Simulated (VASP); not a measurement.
# W in VASP: single point with LDA

Aim: the single point of W with LDA.

Program: VASP 6.6.1. These are calculated values, not measurements. Logs are shortened: lines on timing, memory, paths and dates and some standing lists are left out, and cuts for length are marked.

## 1. Starting point

The cell holds a slab with vacuum, 4 atoms: a = 3.200 Å, b = 3.200 Å, c = 25.712 Å, α = 90.00°, β = 90.00°, γ = 90.00°.

The cell was built by a generator and needn't be a form met in nature.

## 2. Single point, LDA

Contents of INCAR:

```
PREC = Accurate
ENCUT = 520
EDIFF = 1E-6
ISMEAR = 1
SIGMA = 0.1
LREAL = F
LASPH = T
NELM = 100
ALGO = Fast
ISIF = 2
LWAVE = F
LCHARG = F
LDIPOL = T
IDIPOL = 3
DIPOL = 0.5 0.5 0.659
NBANDS = 36
```

Contents of KPOINTS:

```
regular mesh
0
Gamma
  10 10 1
```

Contents of POSCAR:

```
W
1.0
    3.1998125819      0.0000000000      0.0000000000
    0.0000000000      3.1998125819      0.0000000000
    0.0000000000      0.0000000000     25.7121066454
W
4
Direct
    0.0000000000      0.0000000000      0.5733556356
    0.5000000000      0.5000000000      0.6279030680
    1.0000000000      0.0000000000      0.6926319896
    0.5000000000      0.5000000000      0.7433312106
```

Potentials or basis: VASP PAW LDA potentials, release 64 (W_sv).

Run with:

```bash
$ cat potpaw_LDA.64/W_sv/POTCAR > POTCAR
$ mpirun -np 1 vasp_std > vasp.out
```

OUTCAR:

```text
PREC = Accurate
   ENCUT = 520
   EDIFF = 1E-6
   ISMEAR = 1
   LREAL = F
   LASPH = T
   NELM = 100
   ISIF = 2

 ion  position               nearest neighbor table
   1  0.000  0.000  0.573-   2 2.66   2 2.66   2 2.66   2 2.66   3 3.07
   2  0.500  0.500  0.628-   1 2.66   1 2.66   1 2.66   1 2.66   3 2.81   3 2.81   3 2.81   3 2.81
                             4 2.97
   3  0.000  0.000  0.693-   4 2.61   4 2.61   4 2.61   4 2.61   2 2.81   2 2.81   2 2.81   2 2.81
                             1 3.07
   4  0.500  0.500  0.743-   3 2.61   3 2.61   3 2.61   3 2.61   2 2.97

  LATTYP: Found a simple tetragonal cell.
 ALAT       =     3.1998125819
 C/A-ratio  =     8.0355039513

  Lattice vectors:

 A1 = (   3.1998125819,   0.0000000000,   0.0000000000)
 A2 = (   0.0000000000,   3.1998125819,   0.0000000000)
 A3 = (   0.0000000000,   0.0000000000,  25.7121066454)

Analysis of symmetry for initial positions (statically):
=====================================================================
 Subroutine PRICEL returns:
 Original cell was already a primitive cell.

 Routine SETGRP: Setting up the symmetry group for a
 simple tetragonal supercell.

 Subroutine GETGRP returns: Found  8 space group operations
 (whereof  8 operations were pure point group operations)
 out of a pool of 16 trial point group operations.

The static configuration has the point symmetry C_4v.

Analysis of symmetry for dynamics (positions and initial velocities):
=====================================================================
 Subroutine PRICEL returns:
 Original cell was already a primitive cell.

 Routine SETGRP: Setting up the symmetry group for a
 simple tetragonal supercell.

 Subroutine GETGRP returns: Found  8 space group operations
 (whereof  8 operations were pure point group operations)
 out of a pool of 16 trial point group operations.

The dynamic configuration has the point symmetry C_4v.

 Subroutine INISYM returns: Found  8 space group operations
 (whereof  8 operations are pure point group operations),
 and found     1 'primitive' translations

----------------------------------------------------------------------------------------

                                     Primitive cell

  volume of cell :     263.2611

  direct lattice vectors                    reciprocal lattice vectors
     3.199812582  0.000000000  0.000000000     0.312518304  0.000000000  0.000000000
     0.000000000  3.199812582  0.000000000     0.000000000  0.312518304  0.000000000
     0.000000000  0.000000000 25.712106645     0.000000000  0.000000000  0.038892185

  length of vectors
     3.199812582  3.199812582 25.712106645     0.312518304  0.312518304  0.038892185

  position of ions in fractional coordinates (direct lattice)
     0.000000000  0.000000000  0.573355636
     0.500000000  0.500000000  0.627903068
     0.000000000  0.000000000  0.692631990
     0.500000000  0.500000000  0.743331211

  ion indices of the primitive-cell ions
   primitive index   ion index
                 1           1
                 2           2
                 3           3
                 4           4

----------------------------------------------------------------------------------------

 KPOINTS: regular mesh

Automatic generation of k-mesh.
 Grid dimensions read from file:
 generate k-points for:   10   10    1

 Generating k-lattice:

  Cartesian coordinates                     Fractional coordinates (reciprocal lattice)
     0.031251830  0.000000000  0.000000000     0.100000000  0.000000000  0.000000000
     0.000000000  0.031251830  0.000000000     0.000000000  0.100000000  0.000000000
     0.000000000  0.000000000  0.038892185     0.000000000  0.000000000  1.000000000

  Length of vectors
     0.031251830  0.031251830  0.038892185

  Shift w.r.t. Gamma in fractional coordinates (k-lattice)
     0.000000000  0.000000000  0.000000000

 Subroutine IBZKPT returns following result:
 ===========================================

 Found     21 irreducible k-points:

 Following reciprocal coordinates:
            Coordinates               Weight
  0.000000  0.000000  0.000000      1.000000
  0.100000  0.000000  0.000000      4.000000
  0.200000  0.000000  0.000000      4.000000
  0.300000  0.000000  0.000000      4.000000
  0.400000  0.000000  0.000000      4.000000
  0.500000  0.000000  0.000000      2.000000
[... 13 lines left out ...]
  0.500000  0.400000  0.000000      4.000000
  0.500000  0.500000  0.000000      1.000000
   k-points           NKPTS =     21   k-points in BZ     NKDIM =     21   number of bands    NBANDS=     36
   number of dos      NEDOS =    301   number of ions     NIONS =      4
   total plane-waves  NPLWV = 110592
   dimension x,y,z NGX =    24 NGY =   24 NGZ =  192
   dimension x,y,z NGXF=    48 NGYF=   48 NGZF=  384
   ions per type =               4
   NGX,Y,Z   is equivalent  to a cutoff of  12.47, 12.47, 12.41 a.u.
   NGXF,Y,Z  is equivalent  to a cutoff of  24.94, 24.94, 24.83 a.u.
 SYSTEM =  unknown system
   PREC   = accura    normal or accurate (medium, high low for compatibility)
   ISTART =      0    job   : 0-new  1-cont  2-samecut
   ICHARG =      2    charge: 1-file 2-atom 10-const
   ISPIN  =      1    spin polarized calculation?
   LNONCOLLINEAR =      F non collinear calculations
   LSORBIT =      F    spin-orbit coupling
   LASPH  =      T    aspherical Exc in radial PAW
   ENCUT  =  520.0 eV  38.22 Ry    6.18 a.u.   5.95  5.95 47.81*2*pi/ulx,y,z
   NELM   =    100;   NELMIN=  2; NELMDL= -5     # of ELM steps
   EDIFF  = 0.1E-05   stopping-criterion for ELM
   LREAL  =      F    real-space projection
   EDIFFG = 0.1E-04   stopping-criterion for IOM
   NSW    =      0    number of steps for IOM
   IBRION =     -1    ionic relax: 0-MD 1-quasi-New 2-CG
   NFREE  =      0    steps in history (QN), initial steepest desc. (CG)
   ISIF   =      2    stress and relaxation
   ISYM   =      2    0-nonsym 1-usesym 2-fastsym
   POTIM  = 0.5000    time-step for ionic-motion
   TEBEG  =    0.0;   TEEND  =   0.0 temperature during run
   PSTRESS=    0.0 pullay stress
   NELECT =      56.0000    total number of electrons
   NUPDOWN=      -1.0000    fix difference up-down
   EMIN   =  10.00;   EMAX   =-10.00  energy-range for DOS
   EFERMI =   0.00;   METHOD = LEGACY
   ISMEAR =     1;   SIGMA  =   0.10  broadening in eV -4-tet -1-fermi 0-gaus
   EFERMI_NEDOS =   21; number of points for ismear=-14 and -15
   IALGO  =     68    algorithm
   IMIX   =      4    mixing-type and parameters
     AMIX     =   0.40;   BMIX     =  1.00
     AMIX_MAG =   1.60;   BMIX_MAG =  1.00
  volume/ion in A,a.u.               =      65.82       444.14
  Fermi-wavevector in a.u.,A,eV,Ry     =   0.977257  1.846747 12.993977  0.955030
  Thomas-Fermi vector in A             =   2.107940
   LORBIT       =      0    0 simple, 1 ext, 2 COOP (PROOUT), +10 PAW based schemes
   GGA     = CA    functional components
   LHFCALC =     F    Hartree Fock is set to
   AEXX    =    0.0000 exact exchange contribution
   IVDW    =     0    specifies the selected vdW correction
   LEPSILON=     F    determine dielectric tensor
   LRPA    =     F    only Hartree local field effects (RPA)
 non-spin polarized calculation
 RMM-DIIS sequential band-by-band and
 Methfessel and Paxton  Order N= 1 SIGMA  =   0.10
  energy-cutoff  :      520.00
  volume of cell :      263.26
 maximum number of plane-waves:      7158
 NGX is ok and might be reduce to    24
   NGX = 11   NGY = 11   NGZ = 95

 dipolmoment           0.000000      0.000000     -0.021404 electrons x Angstroem

 number of electron      55.9999987 magnetization

 dipolmoment           0.000000      0.000000      0.003016 electrons x Angstroem

 Free energy of the ion-electron system (eV)
  ---------------------------------------------------
  ext. energy  EPLUGINS =         0.00000000
  ---------------------------------------------------
  free energy    TOTEN  =       -50.79550498 eV

  energy without entropy =      -50.79504710  energy(sigma->0) =      -50.79535236

 E-fermi :  -0.5923     XC(G=0):  -4.2655

 val. band max:       -0.6462323428   @ k =   0.0000   0.0000   0.0000
 cond. band min:      -0.5904854519   @ k =   0.2000   0.0000   0.0000
 fundamental gap:      0.0557468909
 Fermi energy:        -0.5923224311

 k-point     1 :       0.0000    0.0000    0.0000
  band No.  band energies     occupation
      1     -74.0263      2.00000
      2     -73.9491      2.00000
      3     -73.8258      2.00000
      4     -73.7214      2.00000
      5     -38.7670      2.00000
      6     -38.7670      2.00000
[... 28 lines left out ...]
     35       2.0202      0.00000
     36       2.8830      0.00000

 k-point     2 :       0.1000    0.0000    0.0000
  band No.  band energies     occupation
      1     -74.0203      2.00000
      2     -73.9448      2.00000
      3     -73.8291      2.00000
      4     -73.7257      2.00000
      5     -38.8276      2.00000
      6     -38.7440      2.00000
[... 28 lines left out ...]
     35       1.8582      0.00000
     36       2.2799      0.00000

 k-point     3 :       0.2000    0.0000    0.0000
  band No.  band energies     occupation
      1     -74.0032      2.00000
      2     -73.9326      2.00000
      3     -73.8388      2.00000
      4     -73.7378      2.00000
      5     -38.9199      2.00000
      6     -38.8422      2.00000
[... 28 lines left out ...]
     35       2.1603      0.00000
     36       2.3125      0.00000
[... 625 lines left out ...]
 k-point    20 :       0.5000    0.4000    0.0000
  band No.  band energies     occupation
      1     -73.9255      2.00000
      2     -73.8869      2.00000
      3     -73.8773      2.00000
      4     -73.7744      2.00000
      5     -39.1061      2.00000
      6     -39.0996      2.00000
[... 28 lines left out ...]
     35       2.7238      0.00000
     36       2.7510      0.00000

 k-point    21 :       0.5000    0.5000    0.0000
  band No.  band energies     occupation
      1     -73.9247      2.00000
      2     -73.8861      2.00000
      3     -73.8765      2.00000
      4     -73.7736      2.00000
      5     -39.1314      2.00000
      6     -39.1314      2.00000
[... 28 lines left out ...]
     35       2.5431      0.00000
     36       2.5660      0.00000

------------------------ aborting loop because EDIFF is reached ----------------------------------------

 vacuum level on the upper side and lower side of the slab       (xc-potential included)         0.019        -0.034

  FORCE on cell =-STRESS in cart. coord.  units (eV):
  Direction    XX          YY          ZZ          XY          YZ          ZX
  --------------------------------------------------------------------------------------
  -------------------------------------------------------------------------------------
  Total       -7.0632923     -7.0632923     -2.3147287      0.0000000      0.0000000      0.0000000
  in kB      -42.9863941    -42.9863941    -14.0871758      0.0000000      0.0000000      0.0000000
  external PRESSURE =     -33.3533213 kB  Pullay stress =       0.0000000 kB

 VOLUME and BASIS-vectors are now :
 -----------------------------------------------------------------------------
  energy-cutoff  :      520.00
  volume of cell :      263.26
      direct lattice vectors                 reciprocal lattice vectors
     3.199812582  0.000000000  0.000000000     0.312518304  0.000000000  0.000000000
     0.000000000  3.199812582  0.000000000     0.000000000  0.312518304  0.000000000
     0.000000000  0.000000000 25.712106645     0.000000000  0.000000000  0.038892185

 POSITION                                       TOTAL-FORCE (eV/Angst)
 -----------------------------------------------------------------------------------
      0.00000      0.00000     14.74218         0.000000     -0.000000      1.399416
      1.59991      1.59991     16.14471         0.000000     -0.000000     -1.359664
      0.00000      0.00000     17.80903         0.000000      0.000000      0.148147
      1.59991      1.59991     19.11261        -0.000000     -0.000000     -0.187899
 -----------------------------------------------------------------------------------
    total drift:                                0.000000     -0.000000      0.000536

  FREE ENERGIE OF THE ION-ELECTRON SYSTEM (eV)
  ---------------------------------------------------
  free  energy   TOTEN  =       -50.7955049820 eV

  energy  without entropy=      -50.7950471017  energy(sigma->0) =      -50.79535236

 vacuum level on the upper side and lower side of the slab         3.812         3.759
```

Wall time 3.1 min (1 thread of Intel Xeon Platinum 8559C (Emerald Rapids), shared host); peak memory 0.32 GiB.

Results:

- Free energy: -50.7955 eV
- Largest force: 1.399 eV/Å
- Band gap on the k mesh: none (metal or under the smearing width)

Forces on the atoms (eV/Å):
```
W    0.000  0.000  1.399
W    0.000  0.000 -1.360
W    0.000  0.000  0.148
W    0.000  0.000 -0.188
```

Levels at points of the mesh, in eV from the Fermi level:
```csv
k point,band 26,band 27,band 28,band 29,band 30,band 31
"(0.00, 0.00, 0.00)",-0.29,-0.23,-0.21,-0.21,-0.05,0.15
"(0.50, 0.00, 0.00)",-0.94,-0.33,-0.29,1.01,1.38,1.82
"(0.50, 0.50, 0.00)",-1.35,1.41,1.41,1.65,1.79,2.56
```

The run has no spin-orbit coupling, so splittings on W are missing.
